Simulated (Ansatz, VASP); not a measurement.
**Ga2P3 in VASP and in Ansatz**

```
Ga P
1.0
     1.81559    1.04823    7.59439
    -1.81559    1.04823    7.59439
     0.00000   -2.09646    7.59439
Ga P
2 3
Direct
  0.39435 0.39435 0.39435
  0.60565 0.60565 0.60565
  0.00000 0.00000 0.00000
  0.19212 0.19212 0.19212
  0.80788 0.80788 0.80788
```

Alike in both runs: functional PBE; k mesh 6 × 6 × 6; occupations gaussian, width 0.1 eV; no spin polarisation.

Ansatz relaxed the structure, and its values are those at the end. VASP's run is a single point on that final structure, the one shown.

```csv
,VASP,Ansatz
version,VASP 6.6.1,Ansatz 0.2.0
potentials or method,"VASP PAW PBE potentials, release 64 (Ga_d, P)","scalar-relativistic, plane waves, PAW"
plane-wave cutoff (eV),520,420
valence electrons in the cell,41,41
```

VASP gave:

```
gap on the k mesh at the Fermi level (eV) : none
pressure (GPa)                            : 0.0
rms of the force components (eV/Å)        : 0.007
```

Q: Estimate Ansatz's values.

A: gap on the k mesh at the Fermi level (eV): none; pressure (GPa): 0.0; rms of the force components (eV/Å): 0.012.

A gap of «none» marks a metal or a gap that the smearing closes.
